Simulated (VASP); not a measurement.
Write the native input for VASP 6.6.1 that does the following.

```yaml
Task: single point
Functional: PBE
Dispersion: D3(BJ)
Potentials_or_basis: VASP PAW PBE potentials, release 64 (C)
Cutoff: 520 eV
k_mesh: 16 × 16 × 4
Occupations: fermi-dirac, width 0.05 eV
Spin: no spin polarisation
Further_INCAR_settings: ALGO = Normal; EDIFF = 1e-06; NBANDS = 16
```

The structure of C lies in POSCAR:

```
C
1.0
    2.4610000000      0.0000000000      0.0000000000
   -1.2305000000      2.1312885187      0.0000000000
    0.0000000000      0.0000000000      6.7080000000
C
4
Direct
    0.0000000000      0.0000000000      0.2500000000
    0.3333333333      0.6666666667      0.2500000000
    0.5000000000      0.0000000000      0.7500000000
    0.8333333333      0.6666666667      0.7500000000
```

The cell was built by a generator and needn't be a form met in nature.

One way to write it, as run:

INCAR

```
ALGO = Normal
EDIFF = 1E-6
ENCUT = 520
GGA = PE
ISIF = 2
ISMEAR = -1
IVDW = 12
LASPH = True
LCHARG = True
LELF = True
LREAL = False
LVHAR = True
LWAVE = False
NBANDS = 16
NELM = 80
PREC = Accurate
SIGMA = 0.05
```

KPOINTS

```
k-points
0
Gamma
  16 16 4
```

Potentials or basis: VASP PAW PBE potentials, release 64 (C).

Run with:

```console
$ cat potpaw_PBE.64/C/POTCAR > POTCAR
$ mpirun -np 1 vasp_std > vasp.out
```

Results of the run:

The pressure is 2.0 GPa and the largest force is 0.012 eV/Å. The band gap on the k mesh is 0.21 eV and the dispersion energy per atom is -0.156 eV.

Wall time 59 s on 1 thread of Intel(R) Xeon(R) Platinum 8488C (Sapphire Rapids) (shared host), peak memory 0.21 GiB.
